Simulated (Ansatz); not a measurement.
Runs of Ansatz 0.2.0 on Ga. It takes space group Cmcm (No. 63, orthorhombic). Conventional cell: a = 2.900 Å, b = 8.130 Å, c = 3.170 Å, α = 90.00°, β = 90.00°, γ = 90.00°. Ga (site symmetry m2m) is surrounded by 8 Ga at 2.68 to 2.90 Å. This isn't the form of Ga at room conditions, which is orthorhombic.

```csv
task,level,k mesh,cutoff (eV),mesh quality,V0 of scaled cells (Å³/atom),B0 (GPa)
equation of state,HSE06,6 × 6 × 6,420,coarse,18.68,53
equation of state,r2SCAN,10 × 10 × 8,500,not flagged,(a),61
equation of state,PBEsol,10 × 10 × 8,420,not flagged,17.99,(b)
equation of state,PBE0,6 × 6 × 4,420,coarse,18.19,61
```

Alike in all rows: potentials or basis Ansatz PAW; no spin polarisation; cell as given; smearing fermi-dirac 0.05 eV.

**Question.** Estimate the missing entries.

**Answer.** (a) 18.15; (b) 62.

Caveats: some runs use coarse meshes; the cell was scaled at fixed shape and fractional positions, which overstates the stiffness of a crystal with free parameters, most of all of layers and chains; the PAW data sets come from PBE, with cores solved anew for the run's functional, which leaves a small shift of forces and pressure.

Not every run made on this cell is shown here.
